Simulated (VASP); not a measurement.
# Cs (Pm-3m) in VASP: single point with LDA

Aim: the single point of Cs with LDA.

Everything below comes from runs of VASP 6.6.1. Logs are shortened: lines on timing, memory, paths and dates and some standing lists are left out, and cuts for length are marked.

## 1. Starting point

It takes space group Pm-3m (No. 221, cubic). The conventional cell has a = 4.707 Å, b = 4.707 Å, c = 4.707 Å, α = 90.00°, β = 90.00°, γ = 90.00°.

The cell was built by a generator and needn't be a form met in nature.

## 2. Single point, LDA

File INCAR:

```
ALGO     = Fast           # electronic algorithm
EDIFF    = 1E-6           # SCF threshold, eV
ENCUT    = 520            # plane-wave cutoff, eV
GGA      = CA             # functional
ISIF     = 2              # what is computed and relaxed
ISMEAR   = -1             # smearing method
LASPH    = True           # aspherical terms in the spheres
LCHARG   = False          # write CHGCAR
LREAL    = False          # projectors in reciprocal space
LWAVE    = False          # write WAVECAR
NBANDS   = 10             # bands
NELM     = 80             # most SCF steps
PREC     = Accurate       # precision mode
SIGMA    = 0.13605693000000002 # smearing width, eV
```

File KPOINTS:

```
k-points
0
Gamma
  8 8 8
```

File POSCAR:

```
Cs
1.0
    4.7069912552      0.0000000000      0.0000000000
    0.0000000000      4.7069912552      0.0000000000
    0.0000000000      0.0000000000      4.7069912552
Cs
1
Direct
    0.0000000000      0.0000000000      0.0000000000
```

Potentials or basis: VASP PAW LDA potentials, release 64 (Cs_sv).

On the command line:

```bash
$ cat potpaw_LDA.64/Cs_sv/POTCAR > POTCAR
$ mpirun -np 1 vasp_std > vasp.out
```

OUTCAR:

```text
EDIFF = 1E-6
   ENCUT = 520
   GGA = CA
   ISIF = 2
   ISMEAR = -1
   LASPH = True
   LREAL = False
   NELM = 80
   PREC = Accurate

 ion  position               nearest neighbor table
   1  0.000  0.000  0.000-

  LATTYP: Found a simple cubic cell.
 ALAT       =     4.7069912552

  Lattice vectors:

 A1 = (   4.7069912552,   0.0000000000,   0.0000000000)
 A2 = (   0.0000000000,   4.7069912552,   0.0000000000)
 A3 = (   0.0000000000,   0.0000000000,   4.7069912552)

Analysis of symmetry for initial positions (statically):
=====================================================================
 Subroutine PRICEL returns:
 Original cell was already a primitive cell.

 Routine SETGRP: Setting up the symmetry group for a
 simple cubic supercell.

 Subroutine GETGRP returns: Found 48 space group operations
 (whereof 48 operations were pure point group operations)
 out of a pool of 48 trial point group operations.

The static configuration has the point symmetry O_h .

Analysis of symmetry for dynamics (positions and initial velocities):
=====================================================================
 Subroutine PRICEL returns:
 Original cell was already a primitive cell.

 Routine SETGRP: Setting up the symmetry group for a
 simple cubic supercell.

 Subroutine GETGRP returns: Found 48 space group operations
 (whereof 48 operations were pure point group operations)
 out of a pool of 48 trial point group operations.

The dynamic configuration has the point symmetry O_h .

 Subroutine INISYM returns: Found 48 space group operations
 (whereof 48 operations are pure point group operations),
 and found     1 'primitive' translations

----------------------------------------------------------------------------------------

                                     Primitive cell

  volume of cell :     104.2870

  direct lattice vectors                    reciprocal lattice vectors
     4.706991255  0.000000000  0.000000000     0.212449938  0.000000000  0.000000000
     0.000000000  4.706991255  0.000000000     0.000000000  0.212449938  0.000000000
     0.000000000  0.000000000  4.706991255     0.000000000  0.000000000  0.212449938

  length of vectors
     4.706991255  4.706991255  4.706991255     0.212449938  0.212449938  0.212449938

  position of ions in fractional coordinates (direct lattice)
     0.000000000  0.000000000  0.000000000

  ion indices of the primitive-cell ions
   primitive index   ion index
                 1           1

----------------------------------------------------------------------------------------

 KPOINTS: k-points

Automatic generation of k-mesh.
 Grid dimensions read from file:
 generate k-points for:    8    8    8

 Generating k-lattice:

  Cartesian coordinates                     Fractional coordinates (reciprocal lattice)
     0.026556242  0.000000000  0.000000000     0.125000000  0.000000000  0.000000000
     0.000000000  0.026556242  0.000000000     0.000000000  0.125000000  0.000000000
     0.000000000  0.000000000  0.026556242     0.000000000  0.000000000  0.125000000

  Length of vectors
     0.026556242  0.026556242  0.026556242

  Shift w.r.t. Gamma in fractional coordinates (k-lattice)
     0.000000000  0.000000000  0.000000000

 Subroutine IBZKPT returns following result:
 ===========================================

 Found     35 irreducible k-points:

 Following reciprocal coordinates:
            Coordinates               Weight
  0.000000  0.000000  0.000000      1.000000
  0.125000  0.000000  0.000000      6.000000
  0.250000  0.000000  0.000000      6.000000
  0.375000  0.000000  0.000000      6.000000
  0.500000  0.000000  0.000000      3.000000
  0.125000  0.125000  0.000000     12.000000
[... 16 lines left out ...]
  0.375000  0.375000  0.125000     24.000000
  0.500000  0.375000  0.125000     24.000000
 [... further k-points ...]
   k-points           NKPTS =     35   k-points in BZ     NKDIM =     35   number of bands    NBANDS=     10
   number of dos      NEDOS =    301   number of ions     NIONS =      1
   total plane-waves  NPLWV =  46656
   dimension x,y,z NGX =    36 NGY =   36 NGZ =   36
   dimension x,y,z NGXF=    72 NGYF=   72 NGZF=   72
   ions per type =               1
   NGX,Y,Z   is equivalent  to a cutoff of  12.71, 12.71, 12.71 a.u.
   NGXF,Y,Z  is equivalent  to a cutoff of  25.43, 25.43, 25.43 a.u.
 SYSTEM =  unknown system
   PREC   = accura    normal or accurate (medium, high low for compatibility)
   ISTART =      0    job   : 0-new  1-cont  2-samecut
   ICHARG =      2    charge: 1-file 2-atom 10-const
   ISPIN  =      1    spin polarized calculation?
   LNONCOLLINEAR =      F non collinear calculations
   LSORBIT =      F    spin-orbit coupling
   LASPH  =      T    aspherical Exc in radial PAW
   ENCUT  =  520.0 eV  38.22 Ry    6.18 a.u.   8.75  8.75  8.75*2*pi/ulx,y,z
   NELM   =     80;   NELMIN=  2; NELMDL= -5     # of ELM steps
   EDIFF  = 0.1E-05   stopping-criterion for ELM
   LREAL  =      F    real-space projection
   EDIFFG = 0.1E-04   stopping-criterion for IOM
   NSW    =      0    number of steps for IOM
   IBRION =     -1    ionic relax: 0-MD 1-quasi-New 2-CG
   NFREE  =      0    steps in history (QN), initial steepest desc. (CG)
   ISIF   =      2    stress and relaxation
   ISYM   =      2    0-nonsym 1-usesym 2-fastsym
   POTIM  = 0.5000    time-step for ionic-motion
   TEBEG  =    0.0;   TEEND  =   0.0 temperature during run
   PSTRESS=    0.0 pullay stress
   NELECT =       9.0000    total number of electrons
   NUPDOWN=      -1.0000    fix difference up-down
   EMIN   =  10.00;   EMAX   =-10.00  energy-range for DOS
   EFERMI =   0.00;   METHOD = LEGACY
   ISMEAR =    -1;   SIGMA  =   0.14  broadening in eV -4-tet -1-fermi 0-gaus
   EFERMI_NEDOS =   21; number of points for ismear=-14 and -15
   IALGO  =     68    algorithm
   IMIX   =      4    mixing-type and parameters
     AMIX     =   0.40;   BMIX     =  1.00
     AMIX_MAG =   1.60;   BMIX_MAG =  1.00
  volume/ion in A,a.u.               =     104.29       703.76
  Fermi-wavevector in a.u.,A,eV,Ry     =   0.723456  1.367134  7.121139  0.523389
  Thomas-Fermi vector in A             =   1.813677
   LORBIT       =      0    0 simple, 1 ext, 2 COOP (PROOUT), +10 PAW based schemes
   GGA     = CA    functional components
   LHFCALC =     F    Hartree Fock is set to
   AEXX    =    0.0000 exact exchange contribution
   IVDW    =     0    specifies the selected vdW correction
   LEPSILON=     F    determine dielectric tensor
   LRPA    =     F    only Hartree local field effects (RPA)
 non-spin polarized calculation
 RMM-DIIS sequential band-by-band and
  energy-cutoff  :      520.00
  volume of cell :      104.29
 maximum number of plane-waves:      2841
 NGX is ok and might be reduce to    36
   NGX = 17   NGY = 17   NGZ = 17

 number of electron       8.9999997 magnetization

 Free energy of the ion-electron system (eV)
  ---------------------------------------------------
  ext. energy  EPLUGINS =         0.00000000
  ---------------------------------------------------
  free energy    TOTEN  =        -0.92770620 eV

  energy without entropy =       -0.85190257  energy(sigma->0) =       -0.88980439

 E-fermi :   0.5606     XC(G=0):  -5.7850

 val. band max:        0.5126552826   @ k =   0.3750   0.2500   0.1250
 cond. band min:       0.6739642223   @ k =   0.5000   0.1250   0.1250
 fundamental gap:      0.1613089397
 Fermi energy:         0.5606152493

 k-point     1 :       0.0000    0.0000    0.0000
  band No.  band energies     occupation
      1     -23.3704      2.00000
      2     -10.0459      2.00000
      3     -10.0459      2.00000
      4     -10.0459      2.00000
      5      -1.2152      2.00000
      6       1.7773      0.00026
      7       1.7773      0.00026
      8       5.2303      0.00000
      9       5.2303      0.00000
     10       5.2305      0.00000

 k-point     2 :       0.1250    0.0000    0.0000
  band No.  band energies     occupation
      1     -23.3682      2.00000
      2     -10.0920      2.00000
      3     -10.0420      2.00000
      4     -10.0420      2.00000
      5      -1.0638      1.99999
      6       1.8339      0.00017
      7       1.8587      0.00014
      8       4.7371      0.00000
      9       4.7377      0.00000
     10       5.2627      0.00000

 k-point     3 :       0.2500    0.0000    0.0000
  band No.  band energies     occupation
      1     -23.3628      2.00000
      2     -10.1999      2.00000
      3     -10.0324      2.00000
      4     -10.0324      2.00000
      5      -0.6536      1.99973
      6       1.9069      0.00010
      7       1.9837      0.00006
      8       4.1130      0.00000
      9       4.1130      0.00000
     10       5.0506      0.00000

 k-point     4 :       0.3750    0.0000    0.0000
  band No.  band energies     occupation
      1     -23.3575      2.00000
      2     -10.3033      2.00000
      3     -10.0229      2.00000
      4     -10.0229      2.00000
      5      -0.0928      1.98372
      6       1.5604      0.00129
      7       2.1584      0.00002
      8       3.6962      0.00000
      9       3.6962      0.00000
     10       5.4356      0.00000

 k-point     5 :       0.5000    0.0000    0.0000
  band No.  band energies     occupation
      1     -23.3553      2.00000
      2     -10.3449      2.00000
      3     -10.0189      2.00000
      4     -10.0189      2.00000
      5       0.3102      1.72603
      6       1.1770      0.02132
      7       2.2407      0.00001
      8       3.5517      0.00000
      9       3.5517      0.00000
     10       5.4272      0.00000

 k-point     6 :       0.1250    0.1250    0.0000
  band No.  band energies     occupation
      1     -23.3660      2.00000
      2     -10.0903      2.00000
      3     -10.0851      2.00000
      4     -10.0381      2.00000
      5      -0.9138      1.99996
      6       1.8949      0.00011
      7       1.9444      0.00008
      8       4.1822      0.00000
      9       4.6409      0.00000
     10       4.9736      0.00000
[... 183 lines left out ...]
 k-point    21 :       0.3750    0.2500    0.1250
  band No.  band energies     occupation
      1     -23.3479      2.00000
      2     -10.2780      2.00000
      3     -10.1653      2.00000
      4     -10.0529      2.00000
      5       0.5127      1.17445
      6       1.6590      0.00062
      7       2.5282      0.00000
      8       3.0396      0.00000
      9       3.7540      0.00000
     10       4.0981      0.00000

 k-point    22 :       0.5000    0.2500    0.1250
  band No.  band energies     occupation
      1     -23.3457      2.00000
      2     -10.3183      2.00000
      3     -10.1603      2.00000
      4     -10.0487      2.00000
      5       1.0195      0.06633
      6       1.1388      0.02815
      7       2.7045      0.00000
      8       2.7825      0.00000
      9       4.0399      0.00000
     10       4.0912      0.00000

 k-point    23 :       0.3750    0.3750    0.1250
  band No.  band energies     occupation
      1     -23.3427      2.00000
      2     -10.2662      2.00000
      3     -10.2616      2.00000
      4     -10.0431      2.00000
      5       0.7979      0.29767
      6       1.6591      0.00062
      7       2.5846      0.00000
      8       2.9611      0.00000
      9       3.8792      0.00000
     10       4.0825      0.00000

 k-point    24 :       0.5000    0.3750    0.1250
  band No.  band energies     occupation
      1     -23.3405      2.00000
      2     -10.3037      2.00000
      3     -10.2581      2.00000
      4     -10.0390      2.00000
      5       0.8886      0.16478
      6       1.6867      0.00051
      7       2.5951      0.00000
      8       2.8267      0.00000
      9       4.0474      0.00000
     10       4.2040      0.00000

 [... further k-points ...]

------------------------ aborting loop because EDIFF is reached ----------------------------------------

  FORCE on cell =-STRESS in cart. coord.  units (eV):
  Direction    XX          YY          ZZ          XY          YZ          ZX
  --------------------------------------------------------------------------------------
  -------------------------------------------------------------------------------------
  Total       -0.0081743     -0.0081743     -0.0081743      0.0000000      0.0000000     -0.0000000
  in kB       -0.1255828     -0.1255828     -0.1255828      0.0000000      0.0000000     -0.0000000
  external PRESSURE =      -0.1255828 kB  Pullay stress =       0.0000000 kB

 VOLUME and BASIS-vectors are now :
 -----------------------------------------------------------------------------
  energy-cutoff  :      520.00
  volume of cell :      104.29
      direct lattice vectors                 reciprocal lattice vectors
     4.706991255  0.000000000  0.000000000     0.212449938  0.000000000  0.000000000
     0.000000000  4.706991255  0.000000000     0.000000000  0.212449938  0.000000000
     0.000000000  0.000000000  4.706991255     0.000000000  0.000000000  0.212449938

 POSITION                                       TOTAL-FORCE (eV/Angst)
 -----------------------------------------------------------------------------------
      0.00000      0.00000      0.00000         0.000000      0.000000      0.000000
 -----------------------------------------------------------------------------------
    total drift:                                0.000000      0.000000      0.000000

  FREE ENERGIE OF THE ION-ELECTRON SYSTEM (eV)
  ---------------------------------------------------
  free  energy   TOTEN  =        -0.9277062045 eV

  energy  without entropy=       -0.8519025704  energy(sigma->0) =       -0.88980439
```

Run time: 8.6 s. Hardware: 1 thread of Intel Xeon 6975P-C (Granite Rapids), shared host; peak memory 0.18 GiB.

What came out:

- Free energy: -0.9277 eV
- Pressure: 0.0 GPa
- Band gap on the k mesh: none (metal or under the smearing width)

Spin-orbit coupling is left out, which matters for the levels of Cs.
